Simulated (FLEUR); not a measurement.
Here is a FLEUR MaX-R8.1 (later development tree) calculation.

The input inp.xml:

```xml
<?xml version="1.0" encoding="UTF-8" standalone="no"?>
<fleurInput fleurInputVersion="0.39">
   <comment>
      CoO                                                                                                 
   </comment>
   <calculationSetup>
      <cutoffs Kmax="5.19" Gmax="16.1" GmaxXC="16.1" numbands="0"/>
      <scfLoop itmax="100" minDistance="0.0002" maxIterBroyd="50" imix="Anderson" alpha="0.05" precondParam="0.0" spinf="2.0" sdNocoIR="T"/>
      <coreElectrons ctail="T" frcor="F" kcrel="0" coretail_lmax="0"/>
      <xcFunctional name="PBEs" relativisticCorrections="F"/>
      <magnetism jspins="2"/>
      <soc l_soc="F" theta="0.0" phi="0.0" spav="F"/>
      <expertModes spex="0" secvar="F"/>
      <geometryOptimization l_f="F" forcealpha="1.0" forcemix="BFGS" epsdisp="0.00001" epsforce="0.00001"/>
      <ldaU l_linMix="F" mixParam="0.05" spinf="1.0"/>
   </calculationSetup>
   <cell>
      <bzIntegration valenceElectrons="46.0" mode="hist" fermiSmearingEnergy="0.00183747">
         <kPointListSelection listName="default-1"/>
         <!-- k-points included here -->
         <xi:include xmlns:xi="http://www.w3.org/2001/XInclude" href="kpts.xml"> </xi:include>
      </bzIntegration>
      <!-- symmetry operations included here -->
      <xi:include xmlns:xi="http://www.w3.org/2001/XInclude" href="sym.xml"> </xi:include>
      <bulkLattice scale="1.0">
         <bravaisMatrix>
            <row-1>    6.0426746987079403     0.0000000000000000     0.0000000000000000</row-1>
            <row-2>   -3.0213373494484563     5.2331097959353494     0.0000000000000000</row-2>
            <row-3>    0.0000000000000000     0.0000000000000000     9.8808293369366904</row-3>
         </bravaisMatrix>
      </bulkLattice>
   </cell>
   <atomSpecies>
      <species name="Cobalt (Co2.000" element="Co" atomicNumber="27">
         <mtSphere radius="1.89" gridPoints="631" logIncrement="0.019"/>
         <atomicCutoffs lmax="8" lnonsphr="8"/>
         <electronConfig flipSpins="F">
            <coreConfig>(1s1/2) (2s1/2) (2p1/2) (2p3/2)</coreConfig>
            <valenceConfig>(3s1/2) (3p1/2) (3p3/2) (4s1/2) (3d3/2) (3d5/2)</valenceConfig>
            <stateOccupation state="(3d3/2)" spinUp="1.5" spinDown="1.3"/>
            <stateOccupation state="(3d5/2)" spinUp="3.0" spinDown="1.2"/>
         </electronConfig>
         <energyParameters s="4" p="4" d="3" f="4"/>
         <ldaU l="2" U="5" J="0.0" l_amf="F"/>
         <lo type="SCLO" l="0" n="3" eDeriv="0"/>
         <lo type="SCLO" l="1" n="3" eDeriv="0"/>
         <lo type="SCLO" l="1" n="3" eDeriv="1"/>
         <lo type="SCLO" l="3" n="4" eDeriv="2"/>
      </species>
      <species name="Oxygen (O)" element="O" atomicNumber="8">
         <mtSphere radius="1.45" gridPoints="483" logIncrement="0.022"/>
         <atomicCutoffs lmax="8" lnonsphr="8"/>
         <electronConfig flipSpins="F">
            <coreConfig>(1s1/2)</coreConfig>
            <valenceConfig>(2s1/2) (2p1/2) (2p3/2)</valenceConfig>
            <stateOccupation state="(2p1/2)" spinUp="0.666667" spinDown="0.666667"/>
            <stateOccupation state="(2p3/2)" spinUp="1.333333" spinDown="1.333333"/>
         </electronConfig>
         <energyParameters s="2" p="2" d="3" f="4"/>
         <lo type="SCLO" l="0" n="2" eDeriv="2"/>
         <lo type="SCLO" l="1" n="2" eDeriv="2"/>
         <lo type="SCLO" l="2" n="3" eDeriv="2"/>
      </species>
   </atomSpecies>
   <atomGroups>
      <atomGroup species="Cobalt (Co2.000">
         <relPos label="                   1">1.000/3.000 -1.000/3.000 -.4966375900</relPos>
         <force calculate="T" relaxXYZ="TTT"/>
      </atomGroup>
      <atomGroup species="Cobalt (Co2.000">
         <relPos label="                   2">.0000000000 .0000000000 .0034741400</relPos>
         <force calculate="T" relaxXYZ="TTT"/>
      </atomGroup>
      <atomGroup species="Oxygen (O)">
         <relPos label="                   3">1.000/3.000 -1.000/3.000 -.1284444000</relPos>
         <force calculate="T" relaxXYZ="TTT"/>
      </atomGroup>
      <atomGroup species="Oxygen (O)">
         <relPos label="                   4">.0000000000 .0000000000 .3716088500</relPos>
         <force calculate="T" relaxXYZ="TTT"/>
      </atomGroup>
   </atomGroups>
   <output dos="F" band="F" slice="F">
      <checks vchk="F" cdinf="F"/>
      <bandDOS minEnergy="-.5*Htr" maxEnergy="0.5*Htr" sigma="0.015" storeEVData="T"/>
      <vacuumDOS vacdos="F" integ="F" star="F" nstars="0" locx1="0.0" locy1="0.0" locx2="0.0" locy2="0.0" nstm="0" tworkf="0.0"/>
      <unfoldingBand unfoldBand="F" supercellX="1" supercellY="1" supercellZ="1"/>
      <plotting iplot="0" polar="F">
         <plot TwoD="T" vec1="  1.0  0.0  0.0" vec2="  0.0  1.0  0.0" vec3="  0.0  0.0  1.0" zero="  0.0  0.0  0.0" file="plot"/>
      </plotting>
      <chargeDensitySlicing numkpt="0" minEigenval="0.0" maxEigenval="0.0" nnne="0" pallst="F"/>
      <specialOutput eonly="F"/>
      <moessbauerParams electricFieldGradient="T" isomerShift="T" coreHyperfine="T" valenceHyperfine="T"/>
      <magneticCircularDichroism mcd="F" energyLo="-10.0" energyUp="0.0"/>
   </output>
  <!-- We include the file relax.xml here to enable relaxations (see documentation) -->
  <xi:include xmlns:xi="http://www.w3.org/2001/XInclude" href="relax.xml"> <xi:fallback/> </xi:include>
</fleurInput>
```

crystal.txt

```
CoO
&input cartesian=F /
3.1976457435  0.0000000000  0.0000000000
-1.5988228718  2.7692424462  0.0000000000
0.0000000000  0.0000000000  5.2287097100
1.8897261246
1.0 1.0 1.0

4
27 0.3333333333  0.6666666667  0.5033624100 : 2.000
27 0.0000000000  0.0000000000  0.0034741400 : 2.000
8 0.3333333333  0.6666666667  0.8715556000
8 0.0000000000  0.0000000000  0.3716088500

&kpt div1=8 div2=8 div3=4 gamma=T /
```

Potentials or basis: all-electron, FLAPW.

The run is started by

```console
$ inpgen -f crystal.txt -profile fastHighL
$ # inp.xml edited to the form shown
$ fleur_MPI
```

What does it give for the net moment?

6.00 μB per cell.

Predict the site moments.

Co +2.62; O +0.16 μB.

Predict the band gap on the k mesh.

0.54 eV, direct.

Eigenvalues of the final occupation matrices:
```tsv
site	spin	trace	eigenvalues
atom type 1	1	4.58	0.91 0.91 0.92 0.92 0.92
atom type 2	1	4.58	0.91 0.91 0.92 0.92 0.92
atom type 1	2	1.99	0.07 0.07 0.08 0.88 0.88
atom type 2	2	1.99	0.07 0.07 0.08 0.88 0.88
```

The state reached can hang on the start; a lower one may exist.
